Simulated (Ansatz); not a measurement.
Turn this script for Ansatz 0.2.0 through its Python package into the input file that the command-line program reads.

The script, `lapw_bao.py`:
```python
# -*- coding: utf-8 -*-
from collections import Counter

import ansatz as az
import numpy as np
from pymatgen.core import Lattice, Structure
from pymatgen.core import Structure
from pymatgen.io.ase import AseAtomsAdaptor

pmg_structure = Structure(
    Lattice([[0.0, 2.75, 2.75], [2.75, 0.0, 2.75], [2.75, 2.75, 0.0]]),
    ["Ba", "O"],
    [
        [0.0, 0.0, 0.0],
        [0.5, 0.5, 0.5],
    ],
)
cell = az.Crystal.from_ase(AseAtomsAdaptor.get_atoms(pmg_structure))

job = cell.calculation()
job = job.functional("LDA").kpoints(5)
job = job.occupations(az.OccupationsMethod.FIXED)
job = job.scf(tolerance=1e-08).pseudopotentials("all_electron", lapw=True)
job = job.band_table()
outcome = job.run(threads=1, pin="off")
rep = outcome.report

n_atoms = len(rep["lattice"]["sites"])
print("F =", round(rep["free_energy_ev"], 4), "eV for", n_atoms, "atoms")
print("E(sigma -> 0) =", round(rep["energy_sigma0_ev"], 4), "eV, TS =", round(rep["entropy_ts_ev"], 5), "eV")
print("closed by", rep["closed_by"], "after", rep["n_iterations"], "iterations")

levels = np.array(rep["eigenvalues_ev"])
filled = round(rep["n_electrons"] / 2)
top, bottom = levels[:, filled - 1], levels[:, filled]
print("top of band", filled, "at k =", rep["kpoints_frac"][top.argmax()], f"{top.max():.4f} eV")
print("bottom of band", filled + 1, "at k =", rep["kpoints_frac"][bottom.argmin()], f"{bottom.min():.4f} eV")
print(f"gap by band count {bottom.min() - top.max():.3f} eV, least direct gap {(bottom - top).min():.3f} eV")

final = Structure(outcome.lattice.cell_ang, [s.symbol for s in outcome.lattice.sites], [s.position_frac for s in outcome.lattice.sites])
shortest = {}
for site, neighbours in zip(final, final.get_all_neighbors(5.0)):
    for other in neighbours:
        pair = "-".join(sorted((site.specie.symbol, other.specie.symbol)))
        shortest[pair] = min(shortest.get(pair, 9e9), other.nn_distance)
for pair, distance in sorted(shortest.items(), key=lambda item: item[1]):
    print(f"shortest {pair:6s} {distance:.4f} A")

errors = rep["lapw_basis_errors"]
print(f"estimated basis error {1000 * errors['total_ev_per_atom']:.3f} meV/atom, target {1000 * errors['basis_error_target_ev_per_atom']:.3f}")
for sphere in errors["spheres"]:
    print(f"  {sphere['species']:2s} muffin-tin radius {sphere['muffin_tin_radius_ang']:.3f} A, core shells {sphere['core_shells']}")
```

`python lapw_bao.py` gives:
```text
F = -223241.5079 eV for 2 atoms
E(sigma -> 0) = -223241.5079 eV, TS = 0.0 eV
closed by deck_thresholds after 9 iterations
top of band 17 at k = [0.0, 0.4, -0.4] 11.1875 eV
bottom of band 18 at k = [0.0, 0.4, 0.4] 13.2827 eV
gap by band count 2.095 eV, least direct gap 2.302 eV
shortest Ba-O   2.7500 A
shortest Ba-Ba  3.8891 A
shortest O-O    3.8891 A
estimated basis error 0.085 meV/atom, target 0.250
  O  muffin-tin radius 1.295 A, core shells 1
  Ba muffin-tin radius 1.455 A, core shells 6
```

`input.yaml`:
```yaml
crystal:
  lattice:
    - [0.0, 2.75, 2.75]
    - [2.75, 0.0, 2.75]
    - [2.75, 2.75, 0.0]
  atoms:
    - { symbol: Ba, position: [0.0, 0.0, 0.0] }
    - { symbol: O, position: [0.5, 0.5, 0.5] }
kpoints:
  mp_grid: { grid: [5, 5, 5] }
hamiltonian:
  xc: lda
  pseudopotentials: { kind: all_electron, lapw: {} }
scf:
  convergence: { dr2_threshold: 1.0e-08 }
  occupations: { method: fixed }
output:
  eigenvalues: true
```

Launched from the shell:
```console
$ ansatz run input.yaml --threads 1 --pin off --max-ram 3072MiB --backend cpu --events-out ev --progress --plain --runs-dir out
LAPW: plane waves up to 7.823 Å⁻¹, error target 2.5e-4 eV per atom; small_component_spin mean_spin; O in spheres of 1.295 Å, 6 of its electrons in bands, Dirac shells []; Ba in spheres of 1.455 Å, 28 of its electrons in bands, Dirac shells [] (how accurate: hamiltonian.pseudopotentials.lapw.basis_error, Limitations)
Engine: ansatz 0.2.0, x86_64-unknown-linux-gnu
Pseudopotentials: kind: all_electron
Pseudopotential: Ba, LAPW, valence charge 28, lapw/all_electron/scalar/gaussian/Ba, Koelling and Harmon's equation, gaussian nucleus
Pseudopotential: O, LAPW, valence charge 6, lapw/all_electron/scalar/gaussian/O, Koelling and Harmon's equation, gaussian nucleus
Functional definition: SPW92
  exchange = slater_x
  correlation = pw_c
davidson cushion auto → on  (no smearing: the cushion is to keep the highest requested band from converging to the state above it; pin scf.eigensolver.cushion to override)
Crystal: 2 atoms, lattice volume = 41.594 Å³
Basis set: ecut = 233.19605074475422 eV, 331 PW (Γ), exchange–correlation at level 2
Bands: 21, of which v1, the nominal top of the filled ones, is band 17 counted from 1 (16 counted from 0)
Symmetry: 48 space group operations
Space group: Fm-3m (ITA 225), of the structure as read, at distance tolerance 3.5e-5 Å
k-points: 10 of 125
Non-local potential: Ba, projectors of the file, none
Non-local potential: O, projectors of the file, none
Initial density: superposition of atomic densities (chi_scale 0.1, normalization cell, long waves kept (reshape's long-wave potential 0.00 eV rms))
Initial wavefunctions: plane waves of lowest kinetic energy (no species holds an atomic orbital)
Functional: x = slater, c = lda
iter 1 solved again at ethr=8.61e-3 eV; its pass at ethr=1.00e-1 eV (dr2=2.93e0 eV) is discarded
SCF iter   1: F=—  HF=-223243.962395 eV  |F-HF|=—  |Δ(HF+E_count)|=         —  Δρ=6.34e-2  dr2=2.92e0  ethr=8.61e-3  ⟨swp⟩=2.0  Hψ=1423  notcnv=0
preconditioner: auto → none  [insulator: Δε(μ)=5.192 eV  Ē_g=16.656 eV  n_scr=14 (ndim 8)  ℏωp=23.0 eV  f_vac=0.000  ε∞_Penn≈2.9]
SCF iter   2: F=—  HF=-223243.775304 eV  |F-HF|=—  |Δ(HF+E_count)|=   1.87e-1  Δρ=4.91e-2  dr2=1.68e0  ethr=8.60e-3  ⟨swp⟩=3.2  Hψ=738  notcnv=0
SCF iter   3: F=—  HF=-223241.572469 eV  |F-HF|=—  |Δ(HF+E_count)|=    2.20e0  Δρ=1.59e-2  dr2=1.84e-1  ethr=4.95e-3  ⟨swp⟩=3.0  Hψ=741  notcnv=0
SCF iter   4: F=—  HF=-223241.686434 eV  |F-HF|=—  |Δ(HF+E_count)|=         —  Δρ=1.65e-2  dr2=2.02e-1  ethr=5.42e-4  ⟨swp⟩=3.0  Hψ=775  notcnv=0
the basis was enlarged: its passes take 197.7 KiB over the memory plan, 1 of 1 planned eigensolver slots
SCF iter   5: F=—  HF=-223241.551348 eV  |F-HF|=—  |Δ(HF+E_count)|=   1.35e-1  Δρ=1.04e-2  dr2=8.20e-2  ethr=5.42e-4  ⟨swp⟩=2.1  Hψ=679  notcnv=0
iter 6 solved again at ethr=8.37e-7 eV; its pass at ethr=2.41e-4 eV (dr2=2.85e-4 eV) is discarded
SCF iter   6: F=—  HF=-223241.508168 eV  |F-HF|=—  |Δ(HF+E_count)|=   4.32e-2  Δρ=6.07e-4  dr2=2.83e-4  ethr=8.37e-7  ⟨swp⟩=3.4  Hψ=1221  notcnv=0  defer=2
SCF iter   7: F=—  HF=-223241.507963 eV  |F-HF|=—  |Δ(HF+E_count)|=   2.05e-4  Δρ=1.90e-4  dr2=2.67e-5  ethr=8.33e-7  ⟨swp⟩=2.7  Hψ=721  notcnv=0
SCF iter   8: F=—  HF=-223241.507945 eV  |F-HF|=—  |Δ(HF+E_count)|=   1.75e-5  Δρ=1.10e-5  dr2=8.97e-8  ethr=7.86e-8  ⟨swp⟩=3.0  Hψ=737  notcnv=0
SCF iter   9: F=-223241.507945 eV  HF=-223241.507945 eV  |F-HF|=2.91e-11  |Δ(HF+E_count)|=   4.88e-8  Δρ=4.22e-7  dr2=6.66e-11  ethr=2.64e-10  ⟨swp⟩=3.5  Hψ=765  notcnv=0
SCF 1 converged in 9 iterations: F = -223241.507945 eV  dr2 = 6.66e-11
SCF converged after 9 iterations
Free energy (F): -223241.507945 eV
Harris-Foulkes:  -223241.507945 eV  (|F-HF|=2.91e-11)
Internal energy: -223241.507945 eV  (E = F + TS)
E sigma→0 (E₀):  -223241.507945 eV
Fermi energy:    11.187524 eV
--- Per-component energies (eV) ---
  E_band       = -2077.358601
  E_kinetic    = 237665.251611
  E_xc         = -5443.890386
  E_electrostatic = -455462.869170  (all electrons and nuclei)
  E_smearing   = -0.000000  (= −TS)
  E_closure    = 0.000000  (closes the sum)
  E_atoms      = -223228.229496  (free atoms, spherical and without spin; not in F)
  Σ components = -223241.507945   (vs F -223241.507945, Δ=0.00e0)
  Basis errors (estimates in eV, not in F): energy 8.5e-5 per atom: plane waves 7.5e-5 (4.0e-5 summed), levels above the bands 0.0e0, relativity 3.9e-9, radial functions 9.3e-6, core shells 9.0e-9; eigenvalues (radial functions only) 1.0e-6; not estimated: angular momenta, meshes, grids; target (lapw.basis_error) 2.5e-4; muffin-tin radii O 1.295 Å, Ba 1.455 Å
--- Band table (eV; the first three rows and the last of 10) ---
  k-point 0: bands = ["-223.1820", "-160.5670", "-160.5670", "-160.5670", "-69.7093", "-69.7093", "-69.7093", "-69.6983", "-69.6983", "-14.4534", "-3.4774", "1.1414", "1.1414", "1.1414", "10.7671", "10.7671", "10.7671", "14.7417", "15.9623", "15.9623", "15.9623"]
  k-point 1: bands = ["-223.1820", "-160.5670", "-160.5670", "-160.5670", "-69.7093", "-69.7093", "-69.7093", "-69.6983", "-69.6983", "-14.3577", "-3.7650", "1.0618", "1.0959", "1.0959", "10.0691", "10.3458", "10.3458", "15.5326", "16.3347", "16.6355", "16.6355"]
  k-point 2: bands = ["-223.1820", "-160.5670", "-160.5670", "-160.5670", "-69.7093", "-69.7093", "-69.7093", "-69.6983", "-69.6983", "-14.1949", "-4.2299", "0.9470", "1.0251", "1.0251", "9.2670", "9.7790", "9.7790", "15.9870", "18.1511", "18.1511", "18.4047"]
  k-point 9: bands = ["-223.1820", "-160.5670", "-160.5670", "-160.5670", "-69.7093", "-69.7093", "-69.7092", "-69.6983", "-69.6983", "-14.1063", "-3.9605", "0.1079", "0.1883", "1.0305", "9.8574", "10.6670", "10.9598", "15.0008", "16.7967", "18.4526", "19.8451"]
```

Notes:
- All-electron totals depend on functional, relativistic treatment and basis; only differences at equal settings carry meaning.
- Along an axis with an odd division the mesh misses the point at one half; a gap read on a finite mesh is an upper bound on this functional's gap.
- Semilocal gaps usually lie well under measured ones.
- The computed bands are complete only to about 4.8 eV above the Fermi level.
- The starting cell is as deposited in a crystallographic database; the results hold for this polymorph, which needn't be the stable one.
- Gaps and levels are Kohn-Sham values on a finite set of k-points, without spin-orbit coupling.
- Hardware and time: 5.3 s on 1 thread of Intel(R) Xeon(R) Platinum 8375C CPU @ 2.90GHz (Ice Lake), on a shared host, peak memory 0.39 GiB.

(A comment or docstring line of the script was reworded after the run, the code is as it ran; lines on the test bed's own set-up are left out of the output.)
